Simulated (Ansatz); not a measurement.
# F: why energy differences converge before total energies

Computed with DFT PBE, scalar-relativistic, plane waves, PAW (Ansatz 0.2.0).

```yaml
crystal:
  lattice:
    - [2.75000, -1.64000, 0.00000]
    - [2.75000, 1.64000, 0.00000]
    - [-1.53472, 0.00000, 7.11639]
  atoms:
    - { symbol: F, position: [0.96800, 0.60200, 0.09970] }
    - { symbol: F, position: [0.39800, 0.03200, 0.40030] }
    - { symbol: F, position: [0.03200, 0.39800, 0.90030] }
    - { symbol: F, position: [0.60200, 0.96800, 0.59970] }
```

| Property | Result |
| --- | --- |
| Γ-centred k-mesh | 10×10×4 |
| occupation rule | Gaussian smearing, 0.02 eV |
| spin treatment | unpolarised |

A second cell has all atoms moved and the lattice slightly strained:

```yaml
crystal:
  lattice:
    - [2.73710, -1.62637, 0.00019]
    - [2.74588, 1.64107, -0.00312]
    - [-1.53376, -0.01127, 7.09041]
  atoms:
    - { symbol: F, position: [0.93605, 0.59353, 0.10193] }
    - { symbol: F, position: [0.42333, 0.02459, 0.38626] }
    - { symbol: F, position: [0.01569, 0.41894, 0.91708] }
    - { symbol: F, position: [0.62046, 0.95175, 0.59690] }
```

It ran on a 8×8×4 mesh, another than the first cell's, which shifts the difference by nearly the same amount at every cutoff. Both were run at several values of the cutoff; energies per atom at zero smearing, errors against the largest value (600 eV), which isn't proved converged itself.

```csv
cutoff,"error, first cell (meV)","error, second cell (meV)"
200 eV,11269.62,11259.68
250 eV,2964.53,3004.98
300 eV,672.14,683.12
350 eV,130.58,131.42
420 eV,9.69,9.66
```

Q: At the largest value the second cell lies 35.22 meV/atom above the first. What is the error of that difference at each value, and where does each quantity come within 1 meV/atom?

A: The error of the difference is the second cell's error less the first's:
```csv
cutoff,difference (meV),its error (meV)
200 eV,25.28,-9.94
250 eV,75.67,40.45
300 eV,46.20,10.98
350 eV,36.06,0.84
420 eV,35.19,-0.03
```

No value below the largest brings the first cell's total energy within 1 meV/atom, while the difference is there from 350 eV on. Most of the error cancels, by a factor of about 155 in the median. A missing short wave mostly misdescribes the region near each nucleus, which both cells share; what doesn't cancel comes largely from the change of volume and bonding.

3 further runs of this set didn't finish or converge.